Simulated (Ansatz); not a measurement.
# TaN: the cost of one run

Program: Ansatz 0.2.0. Level of theory: DFT r²SCAN+U (U_eff = 1 eV on Ta d), plane waves, PAW, no spin–orbit coupling unless a run says so. These are calculated values, not measurements.

**1. The starting structure**

Symmetry: P6_3mc, No. 186, hexagonal system. Conventional cell: a = 3.050 Å, b = 3.050 Å, c = 4.940 Å, α = 90.00°, β = 90.00°, γ = 120.00°. Around Ta (site symmetry 3m) lie 4 N at 1.85 to 1.90 Å. N (site symmetry 3m) is surrounded by 4 Ta at 1.85 to 1.90 Å.

Structure file:

```cif
data_structure
_symmetry_space_group_name_H-M 'P6_3mc'
_symmetry_Int_Tables_number 186
_cell_length_a 3.0500
_cell_length_b 3.0500
_cell_length_c 4.9400
_cell_angle_alpha 90.000
_cell_angle_beta 90.000
_cell_angle_gamma 120.000
_cell_volume 39.80
loop_
_atom_site_label
_atom_site_type_symbol
_atom_site_symmetry_multiplicity
_atom_site_Wyckoff_symbol
_atom_site_fract_x
_atom_site_fract_y
_atom_site_fract_z
_atom_site_occupancy
Ta1 Ta 2 b 0.33333 0.66667 0.00000 1
N1 N 2 b 0.33333 0.66667 0.38500 1
```

Magnetic order typed: opposed in the cell.

An earlier series on this cell reached its lowest free state from «from atoms, default search», perhaps among other starts (it ended without moments).

**2. Random orbitals: single harmonics, second filling**

input.yaml

```yaml
crystal:
  lattice:
    - [3.05000204, 0.0, 0.0]
    - [-1.52500102, 2.64137925, 0.0]
    - [0.0, 0.0, 4.94000153]
  atoms:
    - { symbol: Ta, position: [0.3333333333, 0.6666666667, 0.0], spin: 0.3 }
    - { symbol: Ta, position: [0.6666666667, 0.3333333333, 0.5], spin: -0.3 }
    - { symbol: "N", position: [0.3333333333, 0.6666666667, 0.385] }
    - { symbol: "N", position: [0.6666666667, 0.3333333333, 0.885] }
basis:
  ecutwfc: 500
  ecutrho_ratio: 4
kpoints:
  mp_grid: { grid: [7, 7, 4] }
hamiltonian:
  xc: r2scan
  hubbard:
    sites:
      - { site: 0, l: d, u_eff: 1.0, starting_ns: [{ spin: up, occupation_matrix: s0up }, { spin: down, occupation_matrix: s0down }] }
      - { site: 1, l: d, u_eff: 1.0, starting_ns: [{ spin: up, occupation_matrix: s1up }, { spin: down, occupation_matrix: s1down }] }
    occupation_matrices:
      s0up:
        matrix:
          - [0.02, 0.0, 0.0, 0.0, 0.0]
          - [0.0, 0.02, 0.0, 0.0, 0.0]
          - [0.0, 0.0, 0.02, 0.0, 0.0]
          - [0.0, 0.0, 0.0, 0.02, 0.0]
          - [0.0, 0.0, 0.0, 0.0, 0.97]
      s0down:
        matrix:
          - [0.02, 0.0, 0.0, 0.0, 0.0]
          - [0.0, 0.02, 0.0, 0.0, 0.0]
          - [0.0, 0.0, 0.97, 0.0, 0.0]
          - [0.0, 0.0, 0.0, 0.02, 0.0]
          - [0.0, 0.0, 0.0, 0.0, 0.02]
      s1up:
        matrix:
          - [0.02, 0.0, 0.0, 0.0, 0.0]
          - [0.0, 0.02, 0.0, 0.0, 0.0]
          - [0.0, 0.0, 0.02, 0.0, 0.0]
          - [0.0, 0.0, 0.0, 0.97, 0.0]
          - [0.0, 0.0, 0.0, 0.0, 0.02]
      s1down:
        matrix:
          - [0.02, 0.0, 0.0, 0.0, 0.0]
          - [0.0, 0.02, 0.0, 0.0, 0.0]
          - [0.0, 0.0, 0.97, 0.0, 0.0]
          - [0.0, 0.0, 0.0, 0.02, 0.0]
          - [0.0, 0.0, 0.0, 0.0, 0.02]
    ns_hold: { iters: 5 }
scf:
  occupations: { method: gaussian, width: 0.05 }
  lower_state_search: "off"
  max_iter: 150
output:
  forces: true
  stress: true
  eigenvalues: true
  populations: true
  hubbard: { sites: [{ site: 0, l: d }, { site: 1, l: d }] }
magnetization:
  spin_polarized: true
```

The typed matrices put 0.97 on the chosen orbitals and 0.02 on the others, and are held for 5 cycles.

The run is started by

```sh
$ ansatz run input.yaml --threads 4 --pin off --max-ram 6144MiB --backend cpu --events-out ev --progress --plain --runs-dir out
```

What time and memory should one allow on 4 threads of Arm Neoverse V2, shared host?

About 17 s, with a peak of 0.6 GiB.
